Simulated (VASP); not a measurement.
Si:

```
CELL_PARAMETERS angstrom
0.00000 2.71850 2.71850
2.71850 0.00000 2.71850
2.71850 2.71850 0.00000
ATOMIC_POSITIONS crystal
Si 0.50000 0.50000 0.50000
Si 0.75000 0.75000 0.75000
```

- Program: VASP 6.6.1
- Task: relaxation of cell and atoms
- Functional: LDA
- Potentials or basis: VASP PAW LDA potentials, release 64 (Si)
- Cutoff: 600 eV
- k mesh: 14 × 14 × 14
- Occupations: gaussian, width 0.1 eV
- Spin: no spin polarisation

At the start: pressure -1.8 GPa; volume 20.09 Å³/atom.

How do energy, volume and symmetry change on relaxing?

Over 3 steps the energy falls by 2.1 meV/atom and the volume is 19.72 Å³/atom (-1.9 %); space group Fd-3m (No. 227, to 0.05 Å).

Step by step:
```
step  energy change (eV)  largest force (eV/Å)  pressure (GPa)  volume (Å³)
   1              0.0000                0.0000           -1.75        40.18
   2             -0.0021                0.0000            1.31        38.92
   3             -0.0042                0.0000            0.00        39.43
```

Final structure:
```cif
data_structure
_symmetry_space_group_name_H-M 'P 1'
_symmetry_Int_Tables_number 1
_cell_length_a 3.8205
_cell_length_b 3.8205
_cell_length_c 3.8205
_cell_angle_alpha 60.000
_cell_angle_beta 60.000
_cell_angle_gamma 60.000
_cell_volume 39.43
loop_
_atom_site_label
_atom_site_type_symbol
_atom_site_fract_x
_atom_site_fract_y
_atom_site_fract_z
_atom_site_occupancy
Si1 Si 0.50000 0.50000 0.50000 1
Si2 Si 0.75000 0.75000 0.75000 1
```
